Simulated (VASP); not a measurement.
## SnTe: single point with PBE

**Experimental background.**

From a printed reference work, textbook, for a bulk crystal of SnTe at 300 K: band gap 0.18 eV (direct).

Crystal: SnTe.

```
Sn Te
1.0
     0.00000    3.15650    3.15650
     3.15650    0.00000    3.15650
     3.15650    3.15650    0.00000
Sn Te
1 1
Direct
  0.00000 0.00000 0.00000
  0.50000 0.50000 0.50000
```

```yaml
Program: VASP 6.6.1
Task: single point
Functional: PBE
Potentials_or_basis: VASP PAW PBE potentials, release 64 (Sn_d, Te)
Cutoff: 520 eV
k_mesh: 10 × 10 × 10
Occupations: gaussian, width 0.03 eV
Spin: no spin polarisation
```

| Quantity | Value |
| --- | --- |
| Pressure | 1.9 GPa |
| Band gap on the k mesh | 0.08 eV, direct |

Levels at points of the mesh, in eV from the valence-band top:
```tsv
k point	band 8	band 9	band 10	band 11	band 12	band 13
(0.00, 0.00, 0.00)	-2.15	-2.15	-2.15	3.32	3.32	3.32
(0.50, 0.00, 0.00)	-1.81	-1.81	0.00	0.08	0.36	0.36
(0.50, 0.50, 0.00)	-5.56	-3.73	-3.73	2.18	4.89	4.89
```

It took 36 s on 1 thread of Intel(R) Xeon(R) Platinum 8259CL CPU @ 2.50GHz (Skylake/Cascade Lake) (shared host), peak memory 0.22 GiB.

A measured gap of SnTe is 0.18 eV (direct; 300 K; a printed reference work, textbook); the calculated 0.08 eV misses it by -0.10 eV. Spin-orbit coupling on Sn, Te is left out. The value is that of PBE on a finite k mesh, which can miss the band edges, without temperature or zero-point motion. Semilocal functionals fall short of measured gaps as a rule.

Caveat: spin-orbit coupling is left out, which moves the levels of the heavy elements.
